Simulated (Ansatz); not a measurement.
What does this script print? It uses Ansatz 0.2.0 through its Python package.

Script `run_pdos.py`:
```python
"""Which atoms and shells make the states of TaC."""

from collections import Counter
import json

import ansatz as az
import matplotlib.pyplot as plt
import numpy as np

system = (
    az.Lattice.of((0.0, 2.223, 2.223), (2.223, 0.0, 2.223), (2.223, 2.223, 0.0))
    .atom("Ta", (0.0, 0.0, 0.0))
    .atom("C", (0.5, 0.5, 0.5))
)

job = (
    system.calculation()
    .functional("PBE")
    .basis(17 * az.Ha)
    .kpoints(12)
    .occupations("methfessel_paxton", width=0.15)
    .scf(extra_bands=10)
    .density_of_states(projected=True, energy_step=0.1)
)
result = job.run(events_out="events.ndjson")
summary = result.report
with open("events.ndjson") as stream:
    kinds = Counter(json.loads(line)["event"] for line in stream)
print("events:", {kind: kinds[kind] for kind in ("scf_iter", "scf_done", "notice", "finished")})

dos = result.density_of_states()
energy = np.asarray(dos.energies_ev) - dos.fermi_ev
curves = {}
for site in result.projected_density_of_states().sites:
    for shell in site.shells:
        weight = sum(np.sum(curve.g_bin_mean_per_ev, axis=0) for curve in shell.curves)
        name = f"{site.species} {shell.label}"
        curves[name] = curves.get(name, 0) + weight

window = (energy > -10) & (energy < 4)
fig, ax = plt.subplots(figsize=(5.5, 3.5))
for name, g in curves.items():
    if g[window].max() > 0.05:
        ax.plot(energy[window], g[window], label=name, lw=1)
        print(f"{name:8s} peak {g[window].max():7.3f} states/eV at {energy[window][g[window].argmax()]:6.2f} eV")
ax.set(xlabel="E - E_F (eV)", ylabel="states/eV")
ax.legend(fontsize=7)
fig.tight_layout()
fig.savefig("pdos.png", dpi=100)
```

```console
$ python run_pdos.py
events: {'scf_iter': 5, 'scf_done': 1, 'notice': 2, 'finished': 1}
Ta 6S    peak   0.082 states/eV at   3.59 eV
Ta 5P    peak   0.172 states/eV at  -5.01 eV
Ta 5D    peak   2.425 states/eV at  -5.01 eV
C 2S     peak   0.074 states/eV at  -5.01 eV
C 2P     peak   2.876 states/eV at  -5.01 eV
```

Caveats:
- The mesh is modest for a metal, so energies can be off by several to tens of meV an atom and pressures by half a GPa or more; differences at equal mesh fare better.
- Of the deposited cell: the entry's cell lengths or inner coordinates differ somewhat from later room-temperature determinations.
- Peaks are the largest values inside the energy window taken; deeper bands lie outside it.
- Spin-orbit coupling, which matters for elements this heavy, is left out.
- The structure is a deposited one; some such entries were measured under pressure or heat, so a shift against it needn't be the functional's error alone.
- Curves are summed over the cell's atoms. Only shells that the potentials hold have channels, so projections don't add up to the total, least of all where a shell is missing (p of most metals); heights and places of peaks move with the mesh.
- The density of states is complete only as far up as bands were computed.
- Processor time in the engine: 1.5 s on 1 thread of Intel(R) Xeon(R) Processor @ 2.30GHz (shared host), peak memory 0.52 GiB.
